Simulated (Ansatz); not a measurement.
**AlP: input and result**

Input of a DFT run with Ansatz (development build), a test cell that isn't relaxed; energies in eV and lengths in Å:

```yaml
crystal:
  lattice:
    - [0.0, 2.755, 2.755]
    - [2.755, 0.0, 2.755]
    - [2.755, 2.755, 0.0]
  atoms:
    - { symbol: Al, position: [0, 0, 0] }
    - { symbol: P, position: [0.25, 0.25, 0.25] }
kpoints:
  mp_grid: { grid: [6, 6, 6] }
hamiltonian:
  xc: pbe
  dispersion: none
  pseudopotentials: { kind: nc, accuracy: standard }
magnetization:
  spin_polarized: false
scf:
  occupations: { method: fixed }
phonons:
  method: fd
  supercell: [3, 3, 3]
```

Command: `ansatz run input.yaml --threads 8 --max-ram 24GiB`

It ran on PseudoDojo norm-conserving at the default cutoff.

Caveats: coarse k mesh.

(1) Give the harmonic phonon frequencies (cm⁻¹, i for unstable; at q = 0 without the three modes nearest zero and without LO–TO term) at (0.000, 0.000, 0.000).

## Answers

(1) 
(0.000, 0.000, 0.000): 427 (×3)

Time of the run on 8 threads of a server CPU (model not recorded), shared host: about 86 s of wall time (6.8 cores busy on average), 8.4 GiB of host memory.
